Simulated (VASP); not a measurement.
# ZnS (F-43m) in VASP: notebook, part 2 of 2

VASP 6.6.1. Earlier steps stand in the parts before.

## 3. Born charges and dielectric tensor, PBE

File INCAR:

```
  PREC = Accurate
  ENCUT = 520
  EDIFF = 1E-8
  ISMEAR = 0
  SIGMA = 0.02
  LREAL = False
  LASPH = True
  NELM = 60
  ALGO = Normal
  ISIF = 2
  LWAVE = False
  LCHARG = False
  GGA = PE
  LEPSILON = True
  IBRION = 8
  NSW = 1
```

File KPOINTS:

```
regular mesh
0
Gamma
  10 10 10
```

File POSCAR:

```
ZnS                                     
1.0
    0.0000000000      2.7235674202      2.7235674202
    2.7235674202      0.0000000000      2.7235674202
    2.7235674202      2.7235674202      0.0000000000
  Zn              S             
     1     1
Direct
     0.2500000000000000    0.2500000000000000    0.2500000000000000
     0.0000000000000000    0.0000000000000000    0.0000000000000000
```

Potentials or basis: VASP PAW PBE potentials, release 64 (Zn, S).

On the command line:

```console
> cat potpaw_PBE.64/Zn/POTCAR potpaw_PBE.64/S/POTCAR > POTCAR
> mpirun -np 1 vasp_std > vasp.out
```

OUTCAR:

```text
PREC = Accurate
   ENCUT = 520
   EDIFF = 1E-8
   ISMEAR = 0
   LREAL = False
   LASPH = True
   NELM = 60
   ISIF = 2
   GGA = PE
   LEPSILON = True
   IBRION = 8
   NSW = 1

 ion  position               nearest neighbor table
   1  0.250  0.250  0.250-   2 2.36   2 2.36   2 2.36   2 2.36
   2  0.000  0.000  0.000-   1 2.36   1 2.36   1 2.36   1 2.36

  LATTYP: Found a face centered cubic cell.
 ALAT       =     5.4471348404

  Lattice vectors:

 A1 = (   0.0000000000,   2.7235674202,   2.7235674202)
 A2 = (   2.7235674202,   0.0000000000,   2.7235674202)
 A3 = (   2.7235674202,   2.7235674202,   0.0000000000)

Analysis of symmetry for initial positions (statically):
=====================================================================
 Subroutine PRICEL returns:
 Original cell was already a primitive cell.

 Routine SETGRP: Setting up the symmetry group for a
 face centered cubic supercell.

 Subroutine GETGRP returns: Found 24 space group operations
 (whereof 24 operations were pure point group operations)
 out of a pool of 48 trial point group operations.

The static configuration has the point symmetry T_d .

Analysis of symmetry for dynamics (positions and initial velocities):
=====================================================================
 Subroutine PRICEL returns:
 Original cell was already a primitive cell.

 Routine SETGRP: Setting up the symmetry group for a
 face centered cubic supercell.

 Subroutine GETGRP returns: Found 24 space group operations
 (whereof 24 operations were pure point group operations)
 out of a pool of 48 trial point group operations.

The dynamic configuration has the point symmetry T_d .

 Subroutine INISYM returns: Found 24 space group operations
 (whereof 24 operations are pure point group operations),
 and found     1 'primitive' translations

----------------------------------------------------------------------------------------

                                     Primitive cell

  volume of cell :      40.4059

  direct lattice vectors                    reciprocal lattice vectors
     0.000000000  2.723567420  2.723567420    -0.183582751  0.183582751  0.183582751
     2.723567420  0.000000000  2.723567420     0.183582751 -0.183582751  0.183582751
     2.723567420  2.723567420  0.000000000     0.183582751  0.183582751 -0.183582751

  length of vectors
     3.851705984  3.851705984  3.851705984     0.317974652  0.317974652  0.317974652

  position of ions in fractional coordinates (direct lattice)
     0.250000000  0.250000000  0.250000000
     0.000000000  0.000000000  0.000000000

  ion indices of the primitive-cell ions
   primitive index   ion index
                 1           1
                 2           2
[... 571 lines left out ...]
    -0.00032  0.68293  0.00000
     0.68293 -0.00032  0.00000
     0.00000  0.00000 -0.00008

--------------------------------------- Ionic step        4  -------------------------------------------

------------------------ aborting loop because EDIFF is reached ----------------------------------------

[... ionic steps 5 to 6 ...]

--------------------------------------- Ionic step        7  -------------------------------------------

 Free energy of the ion-electron system (eV)
  ---------------------------------------------------
  ---------------------------------------------------
  free energy    TOTEN  =        -0.10585564 eV

  energy without entropy =       -0.10585564

------------------------ aborting loop because EDIFF is reached ----------------------------------------

 INTERNAL STRAIN TENSOR  FOR ION    2  DIRECTION 1   (eV/Angst):
 -----------------------------------------------------------------------------
    -0.01167  0.00000  0.00000
     0.00000  0.01231  4.71945
     0.00000  4.71945  0.01231

 MACROSCOPIC STATIC DIELECTRIC TENSOR (including local field effects in DFT)
 ------------------------------------------------------
           5.949332    -0.000000     0.000000
           0.000000     5.949332     0.000000
          -0.000000    -0.000000     5.949332
 ------------------------------------------------------

 PIEZOELECTRIC TENSOR (including local field effects)  for field in x, y, z        (e  Angst)
          XX          YY          ZZ          XY          YZ          ZX
  --------------------------------------------------------------------------------
  x     0.00000     0.00000    -0.00000     0.00000     1.73277     0.00000
  y     0.00000     0.00000    -0.00000    -0.00000     0.00000     1.73277
  z     0.00000    -0.00000     0.00000     1.73277    -0.00000     0.00000

 PIEZOELECTRIC TENSOR (including local field effects)  for field in x, y, z        (C/m^2)
          XX          YY          ZZ          XY          YZ          ZX
  --------------------------------------------------------------------------------
  x     0.00000     0.00000    -0.00000     0.00000     0.68708     0.00000
  y     0.00000     0.00000    -0.00000    -0.00000     0.00000     0.68708
  z     0.00000    -0.00000     0.00000     0.68708    -0.00000     0.00000

 BORN EFFECTIVE CHARGES (including local field effects) (in |e|, cummulative output)
 ---------------------------------------------------------------------------------
 ion    1
    1     2.03929     0.00000    -0.00000
    2    -0.00000     2.03929    -0.00000
    3     0.00000     0.00000     2.03929
 ion    2
    1    -2.03929     0.00000     0.00000
    2     0.00000    -2.03929     0.00000
    3    -0.00000     0.00000    -2.03929

 INTERNAL STRAIN TENSOR FOR ION    2 for displacements in x,y,z  (eV/Angst):
          X           Y           Z          XY          YZ          ZX
  --------------------------------------------------------------------------------
  x     0.00000     0.00000     0.00000     0.00000     4.71945     0.00000
  y     0.00000    -0.00000     0.00000     0.00000     0.00000     4.71945
  z     0.00000     0.00000     0.00000     4.71945     0.00000     0.00000

 SECOND DERIVATIVES (NOT SYMMETRIZED)
 ------------------------------------
               1X          1Y          1Z          2X          2Y          2Z
  1X    -5.362421    0.000000    0.000000    5.362421    0.000000    0.000000
  1Y     0.000000   -5.362421    0.000000    0.000000    5.362421    0.000000
  1Z     0.000000    0.000000   -5.362421    0.000000    0.000000    5.362421
  2X     5.350858    0.000000    0.000000   -5.350858    0.000000    0.000000
  2Y     0.000000    5.350858    0.000000    0.000000   -5.350858    0.000000
  2Z     0.000000    0.000000    5.350858    0.000000    0.000000   -5.350858

 Eigenvectors and eigenvalues of the dynamical matrix
 ----------------------------------------------------

   1 f  =    7.799074 THz    49.003029 2PiTHz  260.149117 cm-1    32.254365 meV
             X         Y         Z           dx          dy          dz
      1.361784  1.361784  1.361784     0.574027   -0.000000    0.000000
      0.000000  0.000000  0.000000    -0.818836    0.000000    0.000000
[... 21 lines left out ...]
   6 f/i=    0.003957 THz     0.024862 2PiTHz    0.131988 cm-1     0.016364 meV
             X         Y         Z           dx          dy          dz
      1.361784  1.361784  1.361784     0.297918   -0.740417   -0.183085
      0.000000  0.000000  0.000000     0.208849   -0.519053   -0.128348

--------------------------------------------------------------------------------------------------------

 MACROSCOPIC STATIC DIELECTRIC TENSOR IONIC CONTRIBUTION
 ------------------------------------------------------
           3.476874     0.000000     0.000000
           0.000000     3.476874     0.000000
           0.000000     0.000000     3.476874
 ------------------------------------------------------

 ELASTIC MODULI CONTR FROM IONIC RELAXATION (kBar)
 Direction    XX          YY          ZZ          XY          YZ          ZX
 --------------------------------------------------------------------------------
 XX          -0.0000      0.0000      0.0000     -0.0000      0.0000     -0.0000
 YY           0.0000     -0.0000     -0.0000     -0.0000     -0.0000      0.0000
 ZZ           0.0000     -0.0000     -0.0000      0.0000     -0.0000     -0.0000
 XY          -0.0000     -0.0000      0.0000   -164.8785     -0.0000     -0.0000
 YZ           0.0000     -0.0000     -0.0000     -0.0000   -164.8785     -0.0000
 ZX          -0.0000      0.0000     -0.0000     -0.0000     -0.0000   -164.8785
 --------------------------------------------------------------------------------

 PIEZOELECTRIC TENSOR IONIC CONTR  for field in x, y, z        (C/m^2)
          XX          YY          ZZ          XY          YZ          ZX
  --------------------------------------------------------------------------------
  x     0.00000    -0.00000    -0.00000    -0.00000    -0.71244    -0.00000
  y    -0.00000     0.00000    -0.00000    -0.00000    -0.00000    -0.71244
  z    -0.00000    -0.00000     0.00000    -0.71244    -0.00000    -0.00000
```

Run time: 11 min. Hardware: 1 thread of AMD EPYC 7R13 (Zen 3), shared host; peak memory 0.34 GiB.

What came out:

```yaml
Band_gap_on_the_k_mesh: 2.01 eV, direct
Electronic_dielectric_tensor_diagonal: 5.95
Born_charges_mean_of_the_diagonal: Zn +2.04; S -2.04 e
Highest_phonon_frequency_at_Γ_LO-TO_splitting_left_out: 260 cm⁻¹
```

Phonon frequencies in cm⁻¹ (negative: imaginary):
```
              q point        frequencies
(0.000, 0.000, 0.000)  0 0 0 260 260 260
```

Electronic dielectric tensor:
```
5.95 0.00 0.00
0.00 5.95 0.00
0.00 0.00 5.95
```

Born effective charge tensors (e):
atom 1, Zn
```
2.04 0.00 0.00
0.00 2.04 0.00
0.00 0.00 2.04
```
atom 2, S
```
-2.04  0.00  0.00
 0.00 -2.04  0.00
 0.00  0.00 -2.04
```

## 4. Against experiment

Step 2. Against the measured gap of ZnS, 3.85 eV (direct; 19 K; quoted in “Electronic, vibrational, and thermodynamic properties of ZnS (zincblende and rocksalt structure)”, 2009, arxiv:0911.5022), the calculated 2.01 eV is off by -1.84 eV. The value is that of PBE, without temperature or zero-point motion. Semilocal functionals fall short of measured gaps as a rule.

Step 3. A measured gap of ZnS is 3.85 eV (direct; 19 K; quoted in “Electronic, vibrational, and thermodynamic properties of ZnS (zincblende and rocksalt structure)”, 2009, arxiv:0911.5022); the calculated 2.01 eV misses it by -1.84 eV. The value is that of PBE, without temperature or zero-point motion. Semilocal functionals fall short of measured gaps as a rule. A measured high-frequency dielectric constant of ZnS is 5.14 (a printed reference work, monograph); the calculated 5.95 misses it by +15.7 %.
